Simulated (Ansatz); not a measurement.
# LiNbO3: the cost of one run

Program: Ansatz 0.2.0. Level of theory: DFT, PBE, plane-wave PAW, default files, scalar-relativistic, frozen cores, as far as a step names no other. These are calculated values, not measurements.

### Step 1. Starting point

The structure is trigonal, space group R3c (No. 161). The conventional cell has a = 5.150 Å, b = 5.150 Å, c = 13.865 Å, α = 90.00°, β = 90.00°, γ = 120.00°. Around Li (site symmetry 3) lie 6 O at 2.06 to 2.26 Å. Nb (site symmetry 3) is surrounded by 6 O at 1.84 to 2.18 Å. Around O (site symmetry 1) lie 2 Nb at 1.84 to 2.18 Å and 2 Li at 2.06 to 2.26 Å.

Coordinates:

```cif
data_structure
_symmetry_space_group_name_H-M 'R3c:H'
_symmetry_Int_Tables_number 161
_cell_length_a 5.1502
_cell_length_b 5.1502
_cell_length_c 13.8653
_cell_angle_alpha 90.000
_cell_angle_beta 90.000
_cell_angle_gamma 120.000
_cell_volume 318.50
loop_
_atom_site_label
_atom_site_type_symbol
_atom_site_symmetry_multiplicity
_atom_site_Wyckoff_symbol
_atom_site_fract_x
_atom_site_fract_y
_atom_site_fract_z
_atom_site_occupancy
Li1 Li 6 a 0.00000 0.00000 0.27500 1
Nb1 Nb 6 a 0.00000 0.00000 0.00000 1
O1 O 18 b 0.04810 0.34330 0.05810 1
```

The earlier run gave: gap on the mesh 3.93 eV, largest force 1.178 eV/Å, pressure 7.4 GPa.

Like atoms gathered into sites:

| site | atoms | first shell | V_zz (10²¹ V/m²) | η | C_Q (MHz) |
| --- | --- | --- | --- | --- | --- |
| Li | 1, 2 | 6 O at 2.06–2.26 Å | 0.060 | 0.00 | -0.058 (⁷Li) |
| Nb | 3, 4 | 6 O at 1.84–2.18 Å | 5.98 | 0.00 | -46.2 (⁹³Nb) |
| O | 5, 6, 7, 8, … | 2 Nb at 1.84–2.18 Å, 2 Li at 2.06–2.26 Å; also 1 Li at 3.29 Å | 2.07 | 0.95 | -1.28 (¹⁷O) |

Conventions: |V_zz| ≥ |V_yy| ≥ |V_xx|, η = (V_xx − V_yy)/V_zz, C_Q = eQV_zz/h. Q values from Pyykkö, Mol. Phys. 116, 1328 (2018).

### Step 2. Ions relaxed at fixed cell

input.yaml

```yaml
crystal:
  lattice:
    - [2.5750991265, 1.4867341739, 4.62177]
    - [-2.5750991265, 1.4867341739, 4.62177]
    - [0.0, -2.9734683477, 4.62177]
  atoms:
    - { symbol: Li, position: [0.275, 0.275, 0.275] }
    - { symbol: Li, position: [0.775, 0.775, 0.775] }
    - { symbol: Nb, position: [0.0, 0.0, 0.0] }
    - { symbol: Nb, position: [0.5, 0.5, 0.5] }
    - { symbol: O, position: [0.1062, 0.3533, 0.7148] }
    - { symbol: O, position: [0.7148, 0.1062, 0.3533] }
    - { symbol: O, position: [0.3533, 0.7148, 0.1062] }
    - { symbol: O, position: [0.2148, 0.8533, 0.6062] }
    - { symbol: O, position: [0.8533, 0.6062, 0.2148] }
    - { symbol: O, position: [0.6062, 0.2148, 0.8533] }
kpoints:
  mp_grid: { grid: [7, 7, 7] }
scf:
  occupations: { method: fermi_dirac, width: 0.02 }
hamiltonian:
  xc: pbe
  pseudopotentials: { kind: paw, frozen_core: stored }
output:
  forces: true
  stress: true
  populations: true
  efg: { quadrupole_moments_barn: { Li: -0.0401, Nb: -0.32, O: -0.02558 } }
  write_density: true
  write_potential: true
  elf: true
  volumetric_format: npy
relax:
  f_tol: 0.02
  max_steps: 60
```

Launch:

```bash
> ansatz run input.yaml --threads 4 --pin off --max-ram 8192MiB --backend cpu --events-out ev --progress --plain --runs-dir out
```

What time and memory should one allow on 4 threads of Intel Xeon 6975P-C (Granite Rapids), shared host?

About 12 s, with a peak of 0.58 GiB.
